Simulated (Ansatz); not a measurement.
The system is CO2.

```
CELL_PARAMETERS angstrom
-1.97473 1.97473 3.01406
1.97473 -1.97473 3.01406
1.97473 1.97473 -3.01406
ATOMIC_POSITIONS crystal
O 0.87500 0.95980 0.58480
O 0.37500 0.29020 0.41520
O 0.04020 0.62500 0.91520
O 0.70980 0.12500 0.08480
C 0.00000 0.00000 0.00000
C 0.75000 0.25000 0.50000
```

The cell comes from a database or a generator and needn't be the stable form of this composition.

Base run:

| Item | Value |
| --- | --- |
| Program | Ansatz 0.2.0 |
| Functional | revPBE |
| Potentials or basis | Ansatz PAW |
| Cutoff | 420 eV (not typed: the program's choice for these potentials) |
| k mesh | 9 × 9 × 9 |
| Occupations | fermi-dirac, width 0.05 eV |
| Spin | no spin polarisation |

Its results: band gap on the k mesh 7.82 eV, indirect (least direct gap 8.22 eV); pressure 3.8 GPa; largest force 0.102 eV/Å.

**Question.** After a change of settings the same cell gave: band gap on the k mesh 7.46 eV, indirect (least direct gap 7.94 eV); pressure -14.0 GPa; largest force 0.551 eV/Å. Which change was it?
A. functional from revPBE to LDA
B. functional from revPBE to PBEsol
C. functional from revPBE to PBE
D. functional from revPBE to RPBE

**Answer.** A.

LDA binds more tightly than revPBE, so the same cell stands under less pressure.

Caveats: the PAW data sets come from PBE, with cores solved anew for the run's functional, which leaves a small shift of forces and pressure.
